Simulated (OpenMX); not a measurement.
The system is ZnS (Wurtzite-2H).

```
CELL_PARAMETERS angstrom
3.81100 0.00000 0.00000
-1.90550 3.30042 0.00000
0.00000 0.00000 6.23400
ATOMIC_POSITIONS crystal
Zn 0.66667 0.33333 0.50000
Zn 0.33333 0.66667 0.00000
S 0.66667 0.33333 0.88500
S 0.33333 0.66667 0.38500
```

Base run:

```yaml
Program: OpenMX 3.8.5
Functional: PBE
Potentials_or_basis: OpenMX 2013 PBE set, Zn6.0H-s2p2d1, S7.0-s2p2d1, grid cutoff 500 Ry
k_mesh: 9 × 9 × 5
Occupations: fermi-dirac, width 0.05 eV
Spin: no spin polarisation
```

Its results: band gap on the k mesh 2.52 eV, direct; pressure 5.8 GPa; largest force 0.419 eV/Å.

Task: The run is repeated on the same cell with these changes: potentials or basis from OpenMX 2013 PBE set, Zn6.0H-s2p2d1, S7.0-s2p2d1, grid cutoff 500 Ry to OpenMX 2013 PBE set, Zn6.0H-s3p2d2f1, S7.0-s3p2d2f1, grid cutoff 500 Ry. What comes out?

Result: Band gap on the k mesh 2.38 eV, direct; pressure 4.8 GPa; largest force 0.339 eV/Å.

Caveats: the basis of atomic orbitals isn't converged, which shifts pressures, moduli and gaps; the transition metal has a single d function, too few for pressures, volumes and moments (some runs).
